Picture diamond silicon as atoms joined by springs of fixed stiffness, and stretch the crystal in the plane. The natural guess is that a vibration in that plane then costs more energy, as a tightened string sounds higher. The LDA energies below show the reverse for the zone-centre optical mode, in which the two atoms of the cell move against each other along x. Stretching makes this motion cheaper, and compression makes it dearer.

Diamond-structure silicon (two-atom cell) in Ansatz 0.2.0: scalar-relativistic LDA, PAW, no spin polarization, 420 eV plane-wave cutoff, 12×12×12 k mesh, Gaussian smearing of 0.05 eV. Free energies are relative to the relaxed unstrained cell. Strain is equal along x and y with z fixed; the mode pattern is fixed in fractional coordinates, without relaxation.

```csv
strain,free energy change at mode amplitude -0.048 angstrom (meV a cell),free energy change at mode amplitude -0.012 angstrom (meV a cell),free energy change at mode amplitude 0 angstrom (meV a cell),free energy change at mode amplitude 0.036 angstrom (meV a cell),free energy change at mode amplitude 0.06 angstrom (meV a cell)
-0.04000,162.2,100.8,96.7,133.8,198.3
-0.02670,106.5,46.0,41.9,78.5,142.0
-0.01330,73.6,14.1,10.1,46.0,108.6
0.00000,62.2,3.9,0.0,35.1,96.5
0.01330,70.2,13.3,9.5,43.7,103.8
0.02670,96.2,40.9,37.2,70.5,128.9
0.04000,138.3,84.8,81.1,113.4,170.1
```

The strain e scales x and y together while z is held, so the strained cells are tetragonal. The amplitude u is the displacement of each atom in the unstrained cell, and its sign is immaterial, because a twofold axis along z turns u into −u. The cost of the mode in a row is the energy at amplitude u less the energy at zero amplitude. It is positive throughout, so no row is unstable against this mode, and for small u it has the form K·u², with K the stiffness of the mode. The free energy contains electronic smearing but no vibrations, so K describes a static lattice.

At amplitude 0.048 Å the cost falls at every step down the table, from 65.5 meV at the strongest compression to 57.2 meV at the strongest stretch. The ratio of these end values stays at 0.87 to 0.88 for the three larger amplitudes. Strain therefore changes the harmonic stiffness K itself, and the shape of the well at large amplitude matters little. The smallest amplitude is too close to the rounding of the table for this test, so K is taken from the computed gradient along the mode in the same runs. Around zero strain this gives a slope d ln K/de of −1.83, the number that an explanation has to produce.

The most tempting explanation needs no physics at all. The displacement pattern is carried along with the cell, so the atoms really move by u(1+e), and a trend with strain might only reflect this change of yardstick. With bonds that ignored the strain, the cost would scale as (1+e)², a slope of +2. The stretched cell has the larger real displacement and should then cost more, whereas it costs less. Dividing the factor out widens the spread at the same amplitude to 71.1 meV against 52.9 meV and steepens the slope to −3.83. The numbers thus show that the yardstick hides about half of the true softening.

The second explanation keeps springs of fixed stiffness but treats their geometry properly. Each atom has four bonds along body diagonals of the cube. Stretching x and y tilts these bonds toward the plane, so a motion along x acts more nearly along them and stretches them more effectively. The stretched bonds are also under tension, and a taut bond resists sideways motion as a string does. Both effects stiffen the mode on expansion.

Their sizes follow from the bond vector (a/4)(1+e, 1+e, 1), with a the cube edge. The mode shifts the two atoms by 2u(1+e) relative to each other, shortening two bonds of the cell and lengthening the other two, so the terms linear in u cancel. Let φ(r) be the energy of a bond of length r, r₀ its rest length and θ its angle to x. The second-order terms of the four bonds add up to

K = 8(1+e)² [φ″cos²θ + (φ′/r)(1 − cos²θ)].

At rest cos²θ = 1/3 and φ′ = 0. To first order in strain the bond lengthens by (2/3)e·r₀, cos²θ grows by the factor 1 + 2e/3, and the tension is φ′ = φ″·(2/3)e·r₀. The curvature changes by φ‴·(2/3)e·r₀, where φ‴ is the third derivative. With the dimensionless anharmonicity g = r₀φ‴/φ″ the four contributions add:

d ln K/de = 2 (pattern) + 2/3 (tilt) + 4/3 (tension) + (2/3)g.

The limits of this formula sort the explanations. For g = 0, the fixed spring, the slope is +4, further from the calculation than the yardstick alone. At g = −6 the weakening of the longer bond just cancels the three geometric terms, and the cost would be the same in neighbouring rows. With a bond more anharmonic than that, the cost falls on expansion, and the computed slope requires g = −8.7. At equal real displacement the pattern term drops out, and the mode softens as soon as g lies below −3.

The zero-amplitude column counts against fixed springs independently of the mode. There symmetry fixes the atoms, and the energy depends on the cell alone. Compression by 0.04 costs 15.6 meV more than the equal stretch, while springs fitted to this column make it 2.4 meV cheaper. A bond that is harder to shorten than to lengthen has a negative φ‴, which is the ordinary anharmonicity of a chemical bond: repulsion rises steeply at short range, and the curvature fades as the overlap of the bonding orbitals decreases.

This gives the third explanation, that longer bonds are weaker, and a way to test it, since the same g should govern the lopsided column and the softening of the mode. With x = δr/r₀ = 2e/3 + e²/9, the four bonds give E = 2φ″r₀²x²(1 + gx/3). Expanding in e, the ratio of the cubic to the quadratic coefficient is 1/3 + 2g/9. A polynomial with terms in e², e³ and e⁴, fitted to the seven zero-amplitude energies, has the ratio −2.20, so g = (−2.20 − 0.33) × 9/2 = −11.4. The predicted slope is then 4 + (2/3)(−11.4) = −3.6.

The estimate can be carried through for the last row. The stiffness there should be 1 − 3.6 × 0.04 = 0.856 of its value at rest, so the cost at amplitude 0.048 Å should drop from 62.2 meV to 62.2 × 0.856 = 53.2 meV. The table gives 138.3 − 81.1 = 57.2 meV. The zero-amplitude energy of this row entered the fit, but its mode cost did not. The predicted drop has the right direction and is nearly twice the computed one.

A Morse bond with stiffness and width fitted to the seven zero-amplitude energies confirms the hand estimate, and the printed output after this text lists it row by row. It reproduces those energies within the rounding, as a fit of two parameters to so smooth a curve readily does. For the mode, which it never saw, its slope at equal real displacement is 1.46 times the computed one. Its stiffness at rest, 8φ″/3 = 30.4 eV/Å², lies 12 % above the computed 27.2 eV/Å².

The fit can be turned round, with the width taken from the seven stiffness ratios and the bond stiffness from K at rest. The ratios K(e)/K(0) are then matched within 0.003, which shows that one value of g describes their whole course. The zero-amplitude energies now become the test, and they come out too low by up to 12.2 meV, with an asymmetry of 10.1 meV in place of 15.6 meV. A single bond function of length alone therefore cannot serve both the strain and the mode. A plain angle spring is not expected to close the mismatch at rest, since it stiffens the mode more, relative to the strain, than the bond springs do. A coupling between the lengths of neighbouring bonds can have the right sign, because the four length changes add under this strain and cancel in the mode. That coupling and more distant neighbours are guesses, untested here.

The runs warn that the gap closes on part of the map, and LDA is known to underestimate the gap of silicon, so a closure may be an artefact of the functional. This is unlikely to drive the trend. The slope is present at the smallest amplitude and the smallest strains, next to the undistorted semiconductor, and the change of the strain gradient with amplitude at zero strain returns the same −1.83, which shows that forces and stresses agree there. One step is irregular: between the two most compressed rows the real stiffness falls by 97 eV/Å² per unit strain, against 107 for the next step, although the magnitude otherwise shrinks steadily toward expansion. The mode gradients at larger amplitudes do not repeat this pattern, so little weight rests on it; a closing gap in the most compressed row is one guess for it.

The verdict of the numbers is firm on two explanations and qualified on the third. The yardstick and the fixed bond-stretching springs are excluded by the direction of the trend. Bond weakening is the only one of the three with the right direction, and it ties two independent features of the table together, but in its simplest form it overshoots the softening at equal real displacement by about half. Whether the bond length or the volume is the better variable stays open, because both grow together along this one strain pattern. The volume changes by 2e and the frequency goes as √K, so the effective Grüneisen number is 3.83/4 = 0.96. It belongs to this strain pattern and is not the hydrostatic quantity.

For strain measured by Raman shift, the relation ω² = K/M, with M the atomic mass, turns the real stiffness into a wavenumber. It runs from 550 cm⁻¹ in the first row through 513 cm⁻¹ at rest to 474 cm⁻¹ in the last, roughly 10 cm⁻¹ per percent of strain for the vibration along x. These values hold for z clamped and for the vibration along x, whereas Raman backscattering from a (001) face sees the one along z. They should not be used as they stand for a film on a substrate. A film stretched in the plane contracts along z by a strain e_z of opposite sign, and its bonds lengthen only by (2e + e_z)/3 of their length. For the vibration along x the bond argument then gives less weakening and a smaller shift per percent of in-plane strain. The vibration along z differs, because the bonds tilt away from z and the tilt term softens that motion instead of stiffening it, so the model expects a larger shift along z than along x in the same cell. Both statements are inferences from a model that already misses the computed slope, and neither is a computed result.

The analysis program printed:

```
rounding of table 0.05 meV; up to 0.1 meV in a difference (2.6% at u=0.012, 0.16% at 0.048)
u=0 fit: E = 55.41 e^2 -122 e^3 +97 e^4 eV; c3/c2 = -2.20; max residual 0.03 meV
V = 39.41 A^3; C11+C12 = 225 GPa; E(-0.04)-E(+0.04) = 15.6 meV
wavenumber at e=0: table fit 514, gradient 512.9, mode run 512.9 1/cm
strain  bond(A) cost.048 real(meV) K_table Q(eV/A^4) K_grad K_real(eV/A^2) nu(1/cm)
-0.0400 2.277   65.5   71.1   28.82   -167   28.83   31.29    550
-0.0267 2.298   64.6   68.2   28.47   -185   28.42   30.00    539
-0.0133 2.318   63.5   65.2   27.90   -150   27.82   28.57    526
+0.0000 2.339   62.2   62.2   27.28   -131   27.17   27.17    513
+0.0133 2.360   60.7   59.1   26.55    -98   26.49   25.80    500
+0.0267 2.381   59.0   56.0   25.83    -99   25.79   24.46    487
+0.0400 2.402   57.2   52.9   25.04    -88   25.05   23.16    474
cost(+0.04)/cost(-0.04) at u = [0.012 0.036 0.048 0.06 ] : [0.902 0.871 0.873 0.876] ; gradient 0.869
dK_real/de between rows (eV/A^2): [ -97. -107. -105. -103. -100.  -98.]
dlnK/de near e=0, pattern carried: gradient -1.83, table u=0.048 -1.70, strain gradient -1.83
at equal real displacement -3.83; effective Grueneisen number 0.96
fixed springs fitted to u=0: k = 11.41 eV/A^2
Morse fitted to u=0: k = 11.38 eV/A^2, b = 1.63 1/A, r0*phi3/phi2 = -11.4
Morse fitted to K: k = 10.19 eV/A^2, b = 1.24 1/A, r0*phi3/phi2 = -8.7
needed by slope formula (slope-4)*3/2 = -8.7
K(0): DFT 27.17, springs 30.43, Morse(u=0) 30.36 eV/A^2 (+11.7%)
K(e)/K(0): strain  DFT  carried springs Morse(u=0) Morse(K)
  -0.0400 1.061 0.922 0.845 1.142 1.064
  -0.0267 1.046 0.947 0.896 1.095 1.045
  -0.0133 1.024 0.974 0.947 1.048 1.023
  +0.0000 1.000 1.000 1.000 1.000 1.000
  +0.0133 0.975 1.027 1.054 0.952 0.976
  +0.0267 0.949 1.054 1.109 0.903 0.950
  +0.0400 0.922 1.082 1.165 0.855 0.923
carried     dlnK/de +2.00 (real +0.00), worst ratio error +0.160 at e=+0.0400
springs     dlnK/de +4.00 (real +2.00), worst ratio error +0.243 at e=+0.0400
Morse(u=0)  dlnK/de -3.61 (real -5.61), worst ratio error +0.081 at e=-0.0400
Morse(K)    dlnK/de -1.78 (real -3.78), worst ratio error +0.003 at e=-0.0400
Morse(u=0) real slope / DFT real slope = 1.46
springs     u=0 energy 87.6, 89.9 meV at -0.04, +0.04 (DFT 96.7, 81.1); difference -2.4; max error 9.1
Morse(u=0)  u=0 energy 96.7, 81.1 meV at -0.04, +0.04 (DFT 96.7, 81.1); difference +15.6; max error 0.0
Morse(K)    u=0 energy 84.5, 74.4 meV at -0.04, +0.04 (DFT 96.7, 81.1); difference +10.1; max error 12.2
```
